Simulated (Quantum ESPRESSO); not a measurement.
A run of Quantum ESPRESSO 7.5:

pw.in

```
&CONTROL
  calculation = 'scf'
  prefix = 'pwscf'
  outdir = './tmp'
  pseudo_dir = './pseudo'
  tprnfor = .true.
  tstress = .true.
  disk_io = 'low'
/
&SYSTEM
  ibrav = 0
  celldm(1) = 8
  nat = 2
  ntyp = 1
  ecutwfc = 78
  nbnd = 21
  occupations = 'smearing'
  smearing = 'mv'
  degauss = 0.01469973
/
&ELECTRONS
  conv_thr = 4d-10
  electron_maxstep = 120
  mixing_beta = 0.5
/
ATOMIC_SPECIES
Ge    72.6300 Ge.upf
CELL_PARAMETERS alat
 -0.6081350599468   0.6081350599468   0.3300908973422
  0.6081350599468  -0.6081350599468   0.3300908973422
  0.6081350599468   0.6081350599468  -0.3300908973422
ATOMIC_POSITIONS crystal
Ge     0.5000000000    0.5000000000    0.0000000000
Ge     0.2500000000    0.7500000000    0.5000000000
K_POINTS automatic
9 9 9 0 0 0
```

The input relax.in:

```
&CONTROL
  calculation = 'vc-relax'
  prefix = 'pwscf'
  outdir = './tmp'
  pseudo_dir = './pseudo'
  tprnfor = .true.
  tstress = .true.
  disk_io = 'low'
  nstep = 40
  forc_conv_thr = 0.0001
  etot_conv_thr = 1d-06
/
&SYSTEM
  ibrav = 0
  celldm(1) = 8
  nat = 2
  ntyp = 1
  ecutwfc = 78
  nbnd = 21
  occupations = 'smearing'
  smearing = 'mv'
  degauss = 0.01469973
/
&ELECTRONS
  conv_thr = 4d-10
  electron_maxstep = 120
  mixing_beta = 0.5
/
&IONS
  ion_dynamics = 'bfgs'
/
&CELL
  cell_dynamics = 'bfgs'
  press = 0
  press_conv_thr = 0.2
/
ATOMIC_SPECIES
Ge    72.6300 Ge.upf
CELL_PARAMETERS alat
 -0.6081350599468   0.6081350599468   0.3300908973422
  0.6081350599468  -0.6081350599468   0.3300908973422
  0.6081350599468   0.6081350599468  -0.3300908973422
ATOMIC_POSITIONS crystal
Ge     0.5000000000    0.5000000000    0.0000000000
Ge     0.2500000000    0.7500000000    0.5000000000
K_POINTS automatic
9 9 9 0 0 0
```

The input scf2.in:

```
&CONTROL
  calculation = 'scf'
  prefix = 'pwscf'
  outdir = './tmp'
  pseudo_dir = './pseudo'
  tprnfor = .true.
  tstress = .true.
  disk_io = 'low'
/
&SYSTEM
  ibrav = 0
  celldm(1) = 8
  nat = 2
  ntyp = 1
  ecutwfc = 78
  nbnd = 21
  occupations = 'smearing'
  smearing = 'mv'
  degauss = 0.01469973
/
&ELECTRONS
  conv_thr = 1d-13
  electron_maxstep = 120
  mixing_beta = 0.5
  startingpot = 'file'
  startingwfc = 'file'
/
ATOMIC_SPECIES
Ge    72.6300 Ge.upf
CELL_PARAMETERS alat
 -0.6010581648201   0.6010581648201   0.3266462813422
  0.6010581648201  -0.6010581648201   0.3266462813422
  0.6010581648201   0.6010581648201  -0.3266462813422
ATOMIC_POSITIONS crystal
Ge     0.5000000000    0.5000000000    0.0000000000
Ge     0.2500000000    0.7500000000    0.5000000000
K_POINTS automatic
9 9 9 0 0 0
```

Contents of ph.in:

```
phonons of Ge
&INPUTPH
  prefix = 'pwscf'
  outdir = './tmp'
  tr2_ph = 1d-18
  fildyn = 'dyn'
  niter_ph = 90
  alpha_mix(1) = 0.4
/
0.0000000000 0.0000000000 0.0000000000
```

File dynmat.in:

```
&INPUT
  fildyn = 'dyn'
  asr = 'crystal'
  filout = 'dynmat.disp'
  fileig = 'dynmat.eig'
/
```

Potentials or basis: PseudoDojo 0.4.1 SR LDA standard.

Run with:

```bash
$ OMP_NUM_THREADS=1 mpirun -n 4 pw.x -nk 4 -in pw.in > pw.out
$ OMP_NUM_THREADS=1 mpirun -n 4 pw.x -nk 4 -in relax.in > relax.out
$ OMP_NUM_THREADS=1 mpirun -n 4 pw.x -nk 4 -in scf2.in > scf2.out
$ OMP_NUM_THREADS=1 mpirun -n 4 ph.x -nk 4 -in ph.in > ph.out
$ OMP_NUM_THREADS=1 mpirun -n 1 dynmat.x -in dynmat.in > dynmat.out
```

Hardware: 4 MPI ranks on Intel(R) Xeon(R) 6975P-C (Granite Rapids) (shared host).

Estimate the wall time of this run.

It took 5.6 min on 4 MPI ranks on Intel(R) Xeon(R) 6975P-C (Granite Rapids), with other jobs on the host, peak memory 0.4 GiB a rank. Counts: scf iterations 48, k pools 4, bands 21, ion steps 5, k points 75, g dense 23271.
